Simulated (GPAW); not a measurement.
ZrB2:

```
CELL_PARAMETERS angstrom
3.17000 0.00000 0.00000
-1.58500 2.74530 0.00000
0.00000 0.00000 3.53300
ATOMIC_POSITIONS crystal
Zr 0.00000 0.00000 0.00000
B 0.66667 0.33333 0.50000
B 0.33333 0.66667 0.50000
```

Program: GPAW 26.7.0. Alike in all runs: cell as given; cutoff (eV) 800; smearing fermi-dirac 0.05 eV.

Task: Order these runs on this cell by their pressure, lowest first.
A. level r2SCAN+U; potentials or basis GPAW PAW data sets (gpaw-data 1.2.1), pw; spin off; U Zr d U = 7 eV; k mesh 9 × 9 × 7; U projector left unscaled no
B. level SOGGA; potentials or basis PAW data sets generated in the run's folder for this functional, pw; spin collinear, ferromagnetic start; k mesh 10 × 10 × 8
C. level PBE; potentials or basis GPAW PAW data sets (gpaw-data 1.2.1), pw; spin off; k mesh 10 × 10 × 8

Result: B (-5.1 GPa), C (-0.1 GPa), A (17.1 GPa).

Caveats: the PAW data sets were made with another functional, which shifts forces and pressure a little (some runs); U without spin polarisation on a metal has little footing (some runs); the U is typed as a test and isn't derived for this compound (some runs).
